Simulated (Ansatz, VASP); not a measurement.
**Two plane-wave programs on TiC**

INCAR

```
SYSTEM = TiC
PREC = Accurate ; ENCUT = 600
EDIFF = 1E-6 ; ISMEAR = -1
SIGMA = 0.05 ; LREAL = .FALSE.
LASPH = .TRUE. ; NELM = 150
ALGO = Normal ; ISIF = 3
LWAVE = .FALSE. ; LCHARG = .FALSE.
LMAXMIX = 4 ; LDAU = .TRUE.
LDAUTYPE = 2 ; LDAUL = 2 -1
LDAUU = 8 0 ; LDAUJ = 0 0
LDAUPRINT = 1 ; GGA = PE
IBRION = 2 ; NSW = 60
EDIFFG = -0.01
```

Contents of KPOINTS:

```
regular mesh
0
G
  11 11 11
  0 0 0
```

The input POSCAR:

```
TiC
1.0
    0.0000000000      2.1657188437      2.1657188437
    2.1657188437      0.0000000000      2.1657188437
    2.1657188437      2.1657188437      0.0000000000
Ti C
1 1
Direct
    0.0000000000      0.0000000000      0.0000000000
    0.5000000000      0.5000000000      0.5000000000
```

File input.yaml:

```yaml
crystal:
  lattice:
    - [0.0, 2.1657188437, 2.1657188437]
    - [2.1657188437, 0.0, 2.1657188437]
    - [2.1657188437, 2.1657188437, 0.0]
  atoms:
    - { symbol: Ti, position: [0.0, 0.0, 0.0] }
    - { symbol: C, position: [0.5, 0.5, 0.5] }
hamiltonian:
  xc: pbe
  pseudopotentials: { kind: paw }
  hubbard: { sites: [{ species: Ti, l: d, u_eff: 8.0 }] }
kpoints:
  mp_grid: { grid: [11, 11, 11] }
scf:
  occupations: { method: fermi_dirac, width: 0.05 }
output:
  forces: true
  stress: true
  eigenvalues: true
  write_density: true
  write_potential: true
  elf: true
  volumetric_format: npy
relax:
  f_tol: 0.01
  max_steps: 40
  cell: { stress_tol: 0.05 }
```

The cell is a database's computed one.

Alike in both runs: task relaxation of cell and atoms; functional PBE; k mesh 11 × 11 × 11; occupations fermi-dirac, width 0.05 eV; no spin polarisation; Hubbard terms Ti d U = 8.0 eV.

|  | VASP | Ansatz |
| --- | --- | --- |
| version | VASP 6.6.1 | Ansatz 0.2.0 |
| potentials or method | VASP PAW PBE potentials, release 64 (Ti_sv, C) | Ansatz PAW |
| plane-wave cutoff (eV) | 600 | 420 |
| valence electrons in the cell | 16 | 16 |

|  | VASP | Ansatz | Ansatz less VASP |
| --- | --- | --- | --- |
| gap on the k mesh at the Fermi level, each at its own relaxed structure (eV) | none | none | - |
| relaxed volume (Å³/atom) | 11.09 | 10.93 | -0.153 |
| relaxed cell length with the largest relative difference (Å) | 3.153 | 3.139 | -0.0145 |
| energy change over the relaxation (meV/atom) | -64 | -39 | +24.8 |

The programs project onto different local orbitals, so the same U acts differently. A gap of «none» marks a metal or a gap that the smearing closes.

Caveats: U without spin polarisation on a metal has little footing; the U is typed as a test and isn't derived for this compound; the plane-wave basis is chosen anew once the cell has moved, so the energies of steps on either side of that aren't comparable (Ansatz).
